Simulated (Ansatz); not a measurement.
**Resistance of the bcc Mo(110) / bcc W(110) interface**

How much resistance does one bcc Mo(110) / bcc W(110) interface add to a current across the layers?

Calculated with Ansatz 0.2.0; Ansatz plane-wave DFT, PBE, PAW files; ballistic transport by layer matching (Landauer), zero bias; PAW set soft_1, in the first sound run; inputs show where later runs differ.

## 1. The structure

The cell holds 20 atoms: 10 Mo and 10 W. Its edges and angles: a = 2.733 Å, b = 2.733 Å, c = 44.632 Å, α = 90.0°, β = 90.0°, γ = 109.5°. It derives from Mo and W. Regions: Mo, 10 atoms (10 Mo); W, 10 atoms (10 W). The structure's axis is c.

## 2. Transmission: PBE

Both metals share one in-plane lattice, the mean of the two, each at its own atomic volume. The two leads are named in the middle of each metal, so that only one of the cell's two interfaces is crossed. The mesh across the current, 48×48, is finer than the density's, because channels open and close sharply across the zone. Energies from -0.27 to 0.27 eV in steps of 0.036 eV cover the slope of the Fermi function at 300 K, so the program can form a conductance.

input.yaml reads:

```yaml
crystal:
  lattice:
    - [1.57795, -2.2315582907, 0.0]
    - [1.57795, 2.2315582907, 0.0]
    - [0.0, 0.0, 44.6322306762]
  atoms:
    - { symbol: Mo, position: [0.0, 0.0, 0.0224053332] }
    - { symbol: Mo, position: [0.5, 0.5, 0.071982325] }
    - { symbol: Mo, position: [0.0, 0.0, 0.1215593167] }
    - { symbol: Mo, position: [0.5, 0.5, 0.1711363085] }
    - { symbol: Mo, position: [0.0, 0.0, 0.2207133003] }
    - { symbol: Mo, position: [0.5, 0.5, 0.270290292] }
    - { symbol: Mo, position: [0.0, 0.0, 0.3198672838] }
    - { symbol: Mo, position: [0.5, 0.5, 0.3694442756] }
    - { symbol: Mo, position: [0.0, 0.0, 0.4190212673] }
    - { symbol: Mo, position: [0.5, 0.5, 0.4685982591] }
    - { symbol: W, position: [0.0, 0.0, 0.5185982591] }
    - { symbol: W, position: [0.5, 0.5, 0.5690212673] }
    - { symbol: W, position: [0.0, 0.0, 0.6194442756] }
    - { symbol: W, position: [0.5, 0.5, 0.6698672838] }
    - { symbol: W, position: [0.0, 0.0, 0.720290292] }
    - { symbol: W, position: [0.5, 0.5, 0.7707133003] }
    - { symbol: W, position: [0.0, 0.0, 0.8211363085] }
    - { symbol: W, position: [0.5, 0.5, 0.8715593167] }
    - { symbol: W, position: [0.0, 0.0, 0.921982325] }
    - { symbol: W, position: [0.5, 0.5, 0.9724053332] }
kpoints:
  mp_grid: { grid: [14, 14, 1] }
hamiltonian:
  xc: pbe
  pseudopotentials: { kind: paw, azcp: { folder: soft_1 } }
scf:
  occupations: { method: fermi_dirac, width: 0.1 }
output:
  transmission:
    leads: [[4, 5], [14, 15]]
    kmesh: [48, 48]
    e_range: [-0.27, 0.27]
    de: 0.036
  write_potential: true
  write_density: true
  volumetric_format: npy
  elf: true
```

Launch:

```sh
$ ansatz run input.yaml --threads 4 --pin off --max-ram 15360MiB --backend cpu --events-out ev --progress --plain --runs-dir out
```

Numbers of over 12 decimals in the logs are rounded to 6 here.

Log:

```text
Engine: ansatz 0.2.0, aarch64-unknown-linux-gnu
Pseudopotentials: kind: paw
Pseudopotential: Mo, paw, valence charge 14, recommended cutoff 420 eV (normal), soft_1/Mo.paw.azcp
Pseudopotential: W, paw, valence charge 14, recommended cutoff 420 eV (normal), soft_1/W.paw.azcp
Functional definition: PBE
  parameter kappa = 0.804
  parameter beta = 0.066725
  exchange = pbe_x(kappa = kappa, mu = beta*pi^2/3)
  correlation = pbe_c(beta = beta)
Crystal: 20 atoms, lattice volume = 314.326 Å³
Basis set: ecut = 420 eV, 6251 PW (Γ)
Bands: 168, of which v1, the nominal top of the filled ones, is band 140 counted from 1 (139 counted from 0)
Symmetry: 8 space group operations
Space group: Cmme (ITA 67), of the structure as read, at distance tolerance 6.8e-5 Å
k-points: 57 of 196
Non-local potential: Mo, projectors of the file, l = 0: 3, l = 1: 2, l = 2: 2, l = 3: 1
Non-local potential: W, projectors of the file, l = 0: 3, l = 1: 2, l = 2: 2, l = 3: 1
PAW form: soft (Blöchl's): semilocal exchange-correlation on the pseudo side does not see the compensation charge
PAW one-centre angular grid: Mo, 590 points (default); XC on 64 Gauss nodes
PAW one-centre angular grid: W, 590 points (default); XC on 64 Gauss nodes
Initial density: superposition of atomic densities (chi_scale 0.1, normalization cell, long waves of neutral atoms (reshape's long-wave potential 34.45 eV rms, cloud 3.16 Å wide))
Initial wavefunctions: pseudopotential atomic-orbital guess
Functional: x = pbe(κ = 0.804, μ = 0.219515), c = pbe(β = 0.066725)
SCF iter   1: F=—  HF=-153427.876510 eV  |F-HF|=—  |Δ(HF+E_count)|=         —  Δρ=8.61e-2  dr2=7.83e1  ethr=3.10e-3  ⟨swp⟩=4.4  Hψ=34530  notcnv=0
preconditioner: auto → Kerker (q_TF=auto, 2.676 Å⁻¹)  [metal: Δε(μ)=0.000 eV  Ē_g=5.109 eV  σ=0.100 eV  W_gap=0.00  n_scr=98 (ndim 8)  ℏωp=22.9 eV  f_vac=0.000  D(μ)=10.04/eV (n_scr^D=34)]
SCF iter   2: F=—  HF=-153422.165088 eV  |F-HF|=—  |Δ(HF+E_count)|=    5.71e0  Δρ=4.93e-2  dr2=2.14e1  ethr=3.10e-3  ⟨swp⟩=2.2  Hψ=16309  notcnv=0  defer=77
SCF iter   3: F=—  HF=-153419.838688 eV  |F-HF|=—  |Δ(HF+E_count)|=    2.33e0  Δρ=7.01e-3  dr2=2.36e0  ethr=3.10e-3  ⟨swp⟩=3.8  Hψ=20315  notcnv=0  defer=75
SCF iter   4: F=—  HF=-153419.824343 eV  |F-HF|=—  |Δ(HF+E_count)|=   1.43e-2  Δρ=2.41e-3  dr2=1.40e-1  ethr=8.42e-4  ⟨swp⟩=1.7  Hψ=10487  notcnv=0  defer=45
SCF iter   5: F=—  HF=-153419.820186 eV  |F-HF|=—  |Δ(HF+E_count)|=   4.16e-3  Δρ=3.21e-4  dr2=8.34e-3  ethr=5.00e-5  ⟨swp⟩=1.1  Hψ=9537  notcnv=0  defer=45
SCF iter   6: F=—  HF=-153419.819881 eV  |F-HF|=—  |Δ(HF+E_count)|=   3.05e-4  Δρ=8.88e-5  dr2=3.55e-4  ethr=2.98e-6  ⟨swp⟩=1.1  Hψ=9559  notcnv=0  defer=45
SCF iter   7: F=—  HF=-153419.819873 eV  |F-HF|=—  |Δ(HF+E_count)|=   7.60e-6  Δρ=2.24e-5  dr2=1.23e-5  ethr=1.27e-7  ⟨swp⟩=1.6  Hψ=9827  notcnv=0  defer=45
SCF iter   8: F=—  HF=-153419.819820 eV  |F-HF|=—  |Δ(HF+E_count)|=   5.26e-5  Δρ=4.06e-6  dr2=2.62e-6  ethr=4.40e-9  ⟨swp⟩=1.8  Hψ=10544  notcnv=0  defer=45
SCF iter   9: F=—  HF=-153419.819820 eV  |F-HF|=—  |Δ(HF+E_count)|=   2.40e-8  Δρ=1.27e-6  dr2=2.97e-7  ethr=9.36e-10  ⟨swp⟩=1.0  Hψ=9546  notcnv=0  defer=45
SCF iter  10: F=-153419.819820 eV  HF=-153419.819820 eV  |F-HF|=6.43e-9  |Δ(HF+E_count)|=   4.54e-9  Δρ=2.91e-7  dr2=6.49e-9  ethr=3.57e-11  ⟨swp⟩=5.5  Hψ=15578  notcnv=0
the search or the solves at the SCF's close seem to have found levels that the self-consistency loop had missed (the run counts 1). By its estimate they hold 1.23e-6 electrons. The energies and the density leave them out; if the run goes on with those levels, later outputs use occupations computed again with them
SCF 1 converged in 10 iterations: F = -153419.819820 eV  dr2 = 6.49e-9
  greatest PAW one-centre occupation: 0.999 electrons in one spin orbital (limit 2), on the W atom at site 19 (counted from 0), in its partial waves of l = 0
transmission: 2407 of 24040 steps passed
transmission: 4808 of 24040 steps passed
[...]
transmission: 24040 of 24040 steps passed
SCF converged after 10 iterations
Free energy (F): -153419.819820 eV
Harris-Foulkes:  -153419.819820 eV  (|F-HF|=6.43e-9)
Internal energy: -153419.423697 eV  (E = F + TS)
E sigma→0 (E₀):  -153419.621759 eV
Entropy (-TS):   -0.396123 eV (-19.806 meV/atom)
Fermi energy:    21.822528 eV
--- Per-component energies (eV) ---
  E_band       = -1382.492421
  E_kinetic    = 8443.368800
  E_local      = -13225.499872  (includes V_loc(G=0)·N_el)
  E_nonlocal   = 1225.374104
  E_hartree    = 4955.807574
  E_xc         = -4442.478811
  E_vxc        = -4514.759782  (∫ρ·V_xc dr)
  E_paw        = -117896.604780  (= ΣΔE_a)
  E_vpaw       = -3222.594594  (= ΣTr[D̂ρ^β])
  E_aug_tail   = 0.001964  (compensation charges beyond the density's cutoff)
  E_ewald      = -32479.392675
  E_smearing   = -0.396123  (= −TS)
  E_closure    = -0.000000  (closes the sum)
  Σ components = -153419.819820   (vs F -153419.819820, Δ=0.00e0)
--- Band table (eV; the first three rows and the last of 57) ---
  k-point 0: bands = [... 136 lower, 20.9160, 20.9180, 20.9554, 20.9747, 21.4536, 21.4994, 21.7115, 21.8011, ... 24 higher]
  k-point 1: bands = [... 136 lower, 20.7607, 20.7862, 21.1190, 21.1507, 21.3384, 21.4119, 21.6843, 21.7166, ... 24 higher]
  k-point 2: bands = [... 136 lower, 20.6706, 21.0464, 21.1642, 21.2566, 21.2820, 21.2911, 21.5620, 21.6016, ... 24 higher]
  k-point 56: bands = [... 136 lower, 22.3019, 22.3041, 22.6650, 22.6726, 22.9109, 22.9168, 23.0702, 23.3842, ... 24 higher]
--- Transmission ---
  basis      : 63 plane waves across, 40 finite elements along
  points     : 601, standing for a mesh of 48 x 48
  filling    : by the input's occupations and mesh, since the crystals that have channels conduct as metals do. If one of these is a semiconductor, that mesh has misplaced its level
  energies   : 16 from -0.270000 to 0.270000 eV about the Fermi level, 0.036000 eV apart; the leads are filled to 0.000000 eV, and channels, transmission and decay are at 0.018000 eV
  crystal 0  : Mo1, at the sites [4, 5], period 2.2127 Å, over 22.13 Å; its Hamiltonian steps by up to 2.6 meV
    offset         : up to 0.0000 Å between an atom of the period and one for which it stands
    filled         : 8.7 meV under the level at which it is neutral
    channels       : 1.090278e0 a spin
    conductance    : 1.1924e15 S/m² at 300 K; may be off by some 0.0 % by where its bands' edges are placed, 2.7 % from the k-mesh, 0.3 % from the distance to neutral
    slowest decay  : 0.0266 /Å at (0.3750, 0.1458)
  crystal 1  : W1, at the sites [14, 15], period 2.2505 Å, over 22.50 Å; its Hamiltonian steps by up to 1.4 meV
    offset         : up to 0.0000 Å between an atom of the period and one for which it stands
    filled         : 8.9 meV over the level at which it is neutral
    channels       : 8.151042e-1 a spin
    conductance    : 8.8574e14 S/m² at 300 K; may be off by some 0.0 % by where its bands' edges are placed, 3.3 % from the k-mesh, 0.6 % from the distance to neutral
    slowest decay  : 0.0138 /Å at (0.2917, 0.2917)
  junction   : crystal 0 to crystal 1, 11.66 to 31.72 Å
    transmission   : 7.320197e-1 a spin
    conductance    : 7.9820e14 S/m² at 300 K (8.1131e14 on every other point, 7.9789e14 on every other energy)
    error estimate : 0.0 % from the energy spacing and 0.1 % from band edges of the leads and from resonances (wavevectors taken as independent; lower de), 2.8 % from the k-mesh, 0.5 % from the steps of its leads' Hamiltonians or their offsets (lay more layers), 0.4 % from the distance to neutral
    resistance     : 2.6904e-4 Ω µm² beyond half of each lead's own
```

Run time: 8 min. Hardware: 4 threads of Arm Neoverse V1, shared host; peak memory 2.6 GiB; 24 min of CPU time.

In the SCF lines HF is the Harris–Foulkes energy and dr2 the Hartree energy of the density residual, in eV; the loop may stop once dr2 is under the threshold and the program's other checks hold. Hψ counts applications of the Hamiltonian.

Numbers from this step:

- free energy: -153419.8198 eV
- energy at zero smearing: -153419.6218 eV
- Fermi energy: 21.82 eV
- cell area: 7.043 Å²
- step of the lead's potential: 2.6 meV
- ballistic conductance of the lead: 1.19e15 S/m²
- estimated errors of the lead's conductance: 0, 2.7, 0.3 % (band edges, k-mesh, distance from neutral)
- lead conductance per cell: 1.084 G₀
- step of the upper lead's potential: 1.4 meV
- ballistic conductance of the upper lead: 8.86e14 S/m²
- conductance of the junction: 7.98e14 S/m²
- junction conductance per cell: 0.7255 G₀
- estimated errors of the junction's conductance: 0, 0.1, 2.8, 0.5, 0.4 % (energy step, band edges, k-mesh, leads' steps, distance from neutral)
- area resistance that the stack adds (contact term taken off, spin by spin): 0.2690 fΩ m²

Per spin. Table of transmission, zone mean by energy, zero at the Fermi level:

| energy (eV) | transmission, zone mean |
| --- | --- |
| -0.270 | 0.718 |
| -0.234 | 0.724 |
| -0.198 | 0.717 |
| -0.162 | 0.707 |
| -0.126 | 0.705 |
| -0.090 | 0.706 |
| -0.054 | 0.702 |
| -0.018 | 0.718 |
| 0.018 | 0.732 |
| 0.054 | 0.741 |
| 0.090 | 0.747 |
| 0.126 | 0.748 |
| 0.162 | 0.766 |
| 0.198 | 0.860 |
| 0.234 | 0.925 |
| 0.270 | 0.953 |

Per spin. The open channels, zone mean by energy, zero at the Fermi level:

| energy (eV) | lead | upper lead |
| --- | --- | --- |
| -0.270 | 1.04 | 0.768 |
| -0.234 | 1.05 | 0.780 |
| -0.198 | 1.08 | 0.768 |
| -0.162 | 1.07 | 0.761 |
| -0.126 | 1.08 | 0.759 |
| -0.090 | 1.07 | 0.765 |
| -0.054 | 1.07 | 0.768 |
| -0.018 | 1.07 | 0.786 |
| 0.018 | 1.09 | 0.815 |
| 0.054 | 1.11 | 0.833 |
| 0.090 | 1.12 | 0.863 |
| 0.126 | 1.15 | 0.892 |
| 0.162 | 1.19 | 0.927 |
| 0.198 | 1.31 | 0.990 |
| 0.234 | 1.35 | 1.07 |
| 0.270 | 1.39 | 1.09 |

Transmission over k1 and k2. At -0.0180 eV from the Fermi level (the log's summary may quote the solved energy on the other side of it).

Values, 12 rows by 16 columns, each cell a mean:
```
1.88 1.33 1.00 0.67 0.00 0.00 0.00 0.77 1.64 0.91 0.00 0.00 0.33 1.00 1.12 1.80
1.00 1.00 1.00 1.02 0.32 0.00 0.00 0.00 0.00 0.00 0.16 0.25 0.33 1.00 1.00 1.00
0.50 0.50 1.01 2.28 1.98 1.37 0.00 0.00 0.00 0.20 0.98 1.00 0.83 0.58 0.50 0.50
0.00 0.00 0.15 1.74 1.98 2.32 1.45 0.25 0.44 0.62 1.29 1.00 1.00 0.66 0.00 0.00
0.00 0.00 0.00 0.13 0.94 2.29 1.44 0.99 1.02 1.00 1.23 0.86 0.69 0.23 0.00 0.34
1.58 0.26 0.00 0.00 0.00 0.72 1.01 1.78 1.91 1.23 1.00 0.27 0.00 0.00 0.38 1.83
1.60 0.95 0.00 0.00 0.00 0.95 1.00 1.59 1.68 1.12 0.98 0.00 0.00 0.00 0.00 0.77
0.00 0.00 0.16 0.85 0.96 1.45 1.07 1.00 1.00 1.27 2.74 2.02 0.76 0.00 0.00 0.00
0.00 0.00 0.25 1.00 1.00 1.00 0.76 0.21 0.06 0.34 2.00 1.97 1.98 0.93 0.00 0.00
0.75 0.75 0.75 0.66 0.91 0.98 0.36 0.00 0.00 0.00 0.43 1.59 2.19 1.57 0.75 0.75
1.19 1.00 1.00 0.67 0.00 0.00 0.00 0.38 0.00 0.00 0.00 0.00 0.38 1.00 1.00 1.12
1.93 1.48 1.00 0.67 0.00 0.00 0.34 1.83 1.62 0.23 0.00 0.00 0.33 1.00 1.19 1.91
```
Columns: k1 (b1) from -0.5 to 0.479; rows upwards: k2 (b2) from -0.5 to 0.479.

Open channels over k1 and k2. At -0.0180 eV from the Fermi level (the log's summary may quote the solved energy on the other side of it).

Values, 12 rows by 16 columns, each cell a mean:
```
2.00 2.00 1.58 0.67 0.00 0.00 0.33 1.83 2.00 2.00 0.50 0.00 0.33 1.00 1.83 2.00
1.67 1.58 1.25 1.67 0.83 0.00 0.00 0.33 1.17 1.25 0.67 0.33 0.33 1.00 1.08 1.42
0.50 0.50 1.83 2.33 2.00 1.83 0.50 0.00 0.00 0.67 1.00 1.00 1.08 0.75 0.50 0.50
0.00 0.00 0.50 2.00 2.17 2.92 2.17 0.50 0.50 1.08 1.58 1.17 1.00 0.83 0.00 0.00
0.67 0.00 0.00 0.50 1.83 2.83 2.17 1.50 1.75 1.50 1.50 1.42 1.00 0.75 1.33 1.33
2.00 1.67 0.17 0.00 0.00 1.00 1.75 2.00 2.00 2.00 1.33 0.33 0.00 0.33 2.00 2.00
2.00 2.00 1.00 0.25 0.25 1.00 1.92 2.00 2.00 1.75 1.25 0.67 0.00 0.00 0.67 1.83
0.67 1.00 0.75 1.00 1.17 1.92 1.33 1.50 1.42 1.83 3.00 2.67 1.50 0.17 0.00 0.00
0.00 0.00 0.33 1.00 1.00 1.25 1.33 0.25 0.25 1.25 2.58 2.17 2.00 1.50 0.00 0.00
0.75 0.75 0.75 1.08 0.92 1.00 0.92 0.00 0.00 0.00 1.00 1.83 2.25 2.58 0.75 0.75
1.75 1.42 1.00 0.67 0.00 0.25 1.42 1.83 1.17 0.00 0.00 0.17 0.83 1.17 1.67 2.00
2.00 2.00 1.25 0.67 0.00 0.00 1.67 2.00 2.00 1.33 0.00 0.00 0.33 1.25 2.00 2.00
```
Columns: k1 (b1) from -0.5 to 0.479; rows upwards: k2 (b2) from -0.5 to 0.479.

ELF in the ca plane at fractional y = 0.000, with atoms of Mo and W within 0.2 Å of it. It is the smooth field of the valence electrons, not physical close to the nuclei.

Values, 5 rows by 16 columns, each cell a mean:
```
0.66 0.35 0.34 0.33 0.60 0.50 0.35 0.37 0.42 0.58 0.36 0.37 0.36 0.54 0.47 0.40
0.39 0.34 0.31 0.36 0.35 0.31 0.36 0.34 0.33 0.39 0.38 0.35 0.41 0.36 0.33 0.41
0.28 0.41 0.31 0.41 0.30 0.34 0.37 0.34 0.41 0.33 0.45 0.37 0.45 0.34 0.38 0.43
0.53 0.31 0.31 0.34 0.45 0.36 0.35 0.34 0.33 0.51 0.35 0.35 0.38 0.45 0.36 0.40
0.61 0.38 0.37 0.34 0.59 0.53 0.36 0.39 0.46 0.46 0.38 0.40 0.37 0.48 0.48 0.41
```
Columns run along c (16.0 Å, from fractional 0.31 to 0.67 of the cell), rows up along a (2.7 Å). Atoms in or near the plane, at fractional coordinates: Mo at (0.32, 0.00), Mo at (0.42, 0.00), W at (0.52, 0.00), W at (0.62, 0.00).

Electrostatic potential energy in the ca plane at fractional y = 0.000, with atoms of Mo and W within 0.2 Å of it. With pseudopotentials it is smooth inside the atoms' cores, unlike the true potential.

Ten even steps from '0' (-46 eV) to '9' (22 eV), each cell a mean:
```
00169999998400058999998533348999999743336999
22479999999632479999999743469999999854358999
77899999999877799999999977789999999987789999
99999999999999999999999999999999999999999999
88999999999988899999999988899999999998899999
44689999999754589999999864579999999875568999
00269999998510159999999633358999999743347999
00059999998300048999998533347999999633336999
```
Columns run along c (16.0 Å, from fractional 0.31 to 0.67 of the cell; values clipped at the 3rd and 97th percentile), rows up along a (2.7 Å). Atoms in or near the plane, at fractional coordinates: Mo at (0.32, 0.00), Mo at (0.42, 0.00), W at (0.52, 0.00), W at (0.62, 0.00).

Valence density in the ca plane at fractional y = 0.000, with atoms of Mo and W within 0.2 Å of it. It is the smooth field of the valence electrons, not physical close to the nuclei.

Ten even steps from '0' (0.2 e/Å³) to '9' (7.0 e/Å³), each cell a mean:
```
89510000000379620000000167730000000047751000
44200000000134300000000024310000000014420000
01000000000001000000000001000000000000100000
00000000000000000000000000000000000000000000
00000000000000000000000000000000000000000000
22100000000022100000000012200000000012210000
67410000000267510000000147620000000036630000
99610000000389820000000277730000000157761000
```
Columns run along c (16.0 Å, from fractional 0.31 to 0.67 of the cell), rows up along a (2.7 Å). Atoms in or near the plane, at fractional coordinates: Mo at (0.32, 0.00), Mo at (0.42, 0.00), W at (0.52, 0.00), W at (0.62, 0.00).

The larger of the two leads' potential steps is 2.6 meV from period to period, small in itself. The program estimates the junction's conductance to 2.8 % from the k-mesh, 0.4 % from the leads' distance from neutral and 0.5 % from their steps.

## 3. Resistance: PBE

This step: Ansatz plane-wave DFT, PBE, PAW files; ballistic transport by layer matching (Landauer), zero bias; specific resistance of one interface, 1/T less the mean of the leads' 1/N; PAW set soft_1 (Ansatz 0.2.0).

Numbers from this step:

```yaml
area_resistance: 0.2702 fΩ m²
t_over_the_leads_mean_channel_count: 0.7671
twice_the_interface_resistance_2ar_or_2ar_star_for_magnets: 0.5404 fΩ m²
```

Twice the interface resistance is 0.540 fΩ m² here.

By hand, with T and the leads' channels N averaged over the energies near the Fermi level: RA = A (h/2e²)(1/T − ½[1/N₁ + 1/N₂]) = 7.043×10⁻²⁰ m² × 12 906 Ω × (1/0.7234 − ½[1/1.085 + 1/0.8008]) = 0.270 fΩ m².

## 4. Transmission: PBE, coarse mesh, least span asked of the mesh across the current 40 Å

The same cell on a mesh a third as fine shows what a quick run would give. To save time only the energies from -0.06 to 0.06 eV are solved. The mesh is 16×16 and the cutoff, the files' own for this level, 420 eV.

This step: Ansatz plane-wave DFT, PBE, PAW files; ballistic transport by layer matching (Landauer), zero bias; PAW set soft_1 (Ansatz 0.2.0).

input.yaml, as its differences from that of step 2:

```diff
@@ -36,5 +36,5 @@
     leads: [[4, 5], [14, 15]]
-    kmesh: [48, 48]
-    e_range: [-0.27, 0.27]
-    de: 0.036
+    kmesh: [16, 16]
+    e_range: [-0.06, 0.06]
+    de: 0.04
   write_potential: true
@@ -42,2 +42 @@
   volumetric_format: npy
-  elf: true
```

Log:

```text
[...]
Crystal: 20 atoms, lattice volume = 314.326 Å³
Basis set: ecut = 420 eV, 6251 PW (Γ)
Bands: 168, of which v1, the nominal top of the filled ones, is band 140 counted from 1 (139 counted from 0)
Symmetry: 8 space group operations
[...]
k-points: 57 of 196
[...]
SCF iter   1: F=—  HF=-153427.876510 eV  |F-HF|=—  |Δ(HF+E_count)|=         —  Δρ=8.61e-2  dr2=7.83e1  ethr=3.10e-3  ⟨swp⟩=4.4  Hψ=34530  notcnv=0
[...]
SCF iter  10: F=-153419.819820 eV  HF=-153419.819820 eV  |F-HF|=6.43e-9  |Δ(HF+E_count)|=   4.54e-9  Δρ=2.91e-7  dr2=6.49e-9  ethr=3.57e-11  ⟨swp⟩=5.5  Hψ=15578  notcnv=0
[...]
SCF 1 converged in 10 iterations: F = -153419.819820 eV  dr2 = 6.49e-9
[...]
transmission: 281 of 2774 steps passed
transmission: 555 of 2774 steps passed
[...]
transmission: 2774 of 2774 steps passed
SCF converged after 10 iterations
Free energy (F): -153419.819820 eV
[...]
Internal energy: -153419.423697 eV  (E = F + TS)
E sigma→0 (E₀):  -153419.621759 eV
Entropy (-TS):   -0.396123 eV (-19.806 meV/atom)
Fermi energy:    21.822528 eV
[...]
--- Band table (eV; the first three rows and the last of 57) ---
  k-point 0: bands = [... 136 lower, 20.9160, 20.9180, 20.9554, 20.9747, 21.4536, 21.4994, 21.7115, 21.8011, ... 24 higher]
  k-point 1: bands = [... 136 lower, 20.7607, 20.7862, 21.1190, 21.1507, 21.3384, 21.4119, 21.6843, 21.7166, ... 24 higher]
  k-point 2: bands = [... 136 lower, 20.6706, 21.0464, 21.1642, 21.2566, 21.2820, 21.2911, 21.5620, 21.6016, ... 24 higher]
  k-point 56: bands = [... 136 lower, 22.3019, 22.3041, 22.6650, 22.6726, 22.9109, 22.9168, 23.0702, 23.3842, ... 24 higher]
--- Transmission ---
  basis      : 63 plane waves across, 38 finite elements along
  points     : 73, standing for a mesh of 16 x 16
[...]
channels       : 1.085938e0 a spin
    conductance    : none, the energies end too early or step too widely for 300 K: set another output.transmission.e_range or a lower de, or, where they end at an eighth of basis.ecutwfc, a higher one
    slowest decay  : 0.0742 /Å at (0.3750, 0.1250)
[...]
channels       : 8.359375e-1 a spin
[...]
slowest decay  : 0.0530 /Å at (-0.2500, 0.1250)
  junction   : crystal 0 to crystal 1, 11.66 to 31.72 Å
    transmission   : 7.622269e-1 a spin
[...]
```

Run time: 77 s. Hardware: 4 threads; peak memory 2.6 GiB; 5 min of CPU time.

The run finished; it serves as a test, and its numbers are not taken as the result.

(Part 1 of 2 ends here.)

[Logs are printed without paths, hosts, clocks, repeated set-up lines and the standing remarks that a program may print on its own settings, such as how far it seeks lower states.]

[Hosts, paths, dates, database ids (printed as entryN), source tags and the programs' standing remarks are cut or masked in the printed files.]
